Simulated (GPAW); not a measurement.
Write an ASE script for GPAW 26.7.0 that does the following.

| Item | Value |
| --- | --- |
| Task | optical spectrum |
| Functional | RPBE |
| Potentials or basis | the program's PAW data sets (release 1.2.1) made for this functional |
| Cutoff | 500 eV |
| Basis | pw |
| k mesh | 6 × 6 × 3 |
| Occupations | fermi-dirac, width 0.05 eV |
| Spin | no spin polarisation |
| Kernel | LR0.2 |
| Eta | 0.1 eV |
| Response ecut | 117 eV |
| Domega0 | 0.1 eV |
| Maxiter | 60 |
| Response k mesh | 7 × 7 × 4 |
| Omega2 | 10 eV |
| Scissors | 3.38 eV |
| Scissors from | G0W0 less DFT direct gap, same cell and functional |
| Response bands | 54 |
| Directions | ["x", "y", "z"] |
| Intraband | no |

The structure of Cl lies in Cl.cif:

```cif
data_Cl
_cell_length_a 3.86697879
_cell_length_b 3.86697879
_cell_length_c 8.21000000
_cell_angle_alpha 90.00000000
_cell_angle_beta 90.00000000
_cell_angle_gamma 71.16147578
_space_group_name_H-M_alt 'P1'
_space_group_name_Hall 'P 1'
_space_group_IT_number 1
loop_
_space_group_symop_operation_xyz
'x,y,z'
loop_
_atom_site_label
_atom_site_type_symbol
_atom_site_symmetry_multiplicity
_atom_site_Wyckoff_symbol
_atom_site_fract_x
_atom_site_fract_y
_atom_site_fract_z
_atom_site_occupancy
Cl1 Cl 1 a 0.3700000000 0.6300000000 0.4000000000 1
Cl2 Cl 1 a 0.1300000000 0.8700000000 0.9000000000 1
Cl3 Cl 1 a 0.6300000000 0.3700000000 0.6000000000 1
Cl4 Cl 1 a 0.8700000000 0.1300000000 0.1000000000 1
```

One way to write it, as run:

run.py

```python
from ase.dft.bandgap import bandgap
from ase.io import read, write
from gpaw import GPAW, PW
from gpaw.response.df import DielectricFunction

atoms = read('Cl.cif')

calc = GPAW(mode=PW(500),
            xc='RPBE',
            kpts={'size': (6, 6, 3), 'gamma': True},
            occupations={'name': 'fermi-dirac', 'width': 0.05},
            nbands=26,
            convergence={'density': 1e-06},
            maxiter=60,
            txt='gpaw.txt')
atoms.calc = calc
energy = atoms.get_potential_energy()
calc.write('gs.gpw')
write('result.traj', atoms)
print(f'Energy: {energy:.6f} eV')
print('Fermi level:', round(calc.get_fermi_level(), 4), 'eV')
print(f'Gap: {bandgap(calc)[0]:.4f} eV, direct: {bandgap(calc, direct=True)[0]:.4f} eV')

dense = calc.fixed_density(kpts={'size': (7, 7, 4), 'gamma': True},
                           nbands=60, convergence={'bands': 54, 'eigenstates': 1e-7},
                           update_fermi_level=True, txt='dense.txt')
dense.write('dense.gpw', mode='all')

df = DielectricFunction('dense.gpw', frequencies={'type': 'nonlinear', 'domega0': 0.1, 'omega2': 10},
                        eta=0.1, ecut=117, nbands=54, eshift=3.38, intraband=False, txt='df.txt')
for direction in ['x', 'y', 'z']:
    df.get_dielectric_function(xc='LR0.2', direction=direction, filename=f'df_{direction}.csv')
    e0, e = df.get_macroscopic_dielectric_constant(xc='LR0.2', direction=direction)
    print(f'{direction}: static eps {e0:.4f} without, {e:.4f} with local fields')
```

Potentials or basis: the program's PAW data sets (release 1.2.1) made for this functional, pw.

Run with:

```console
$ OMP_NUM_THREADS=1 python run.py
```

It gave:

```json
{"Band gap on the k mesh": "2.57 eV, indirect (least direct gap 2.63 eV)"}
```

Caveat: the long-wavelength limit can be off by a per cent or two; spectra need much finer meshes, so this one isn't converged; independent-particle spectra lack excitons; an odd mesh through Γ misses points on the zone boundary, where band edges often lie.

Wall time 6 min on 1 thread of Arm Neoverse V1 (shared host), peak memory 1.3 GiB.
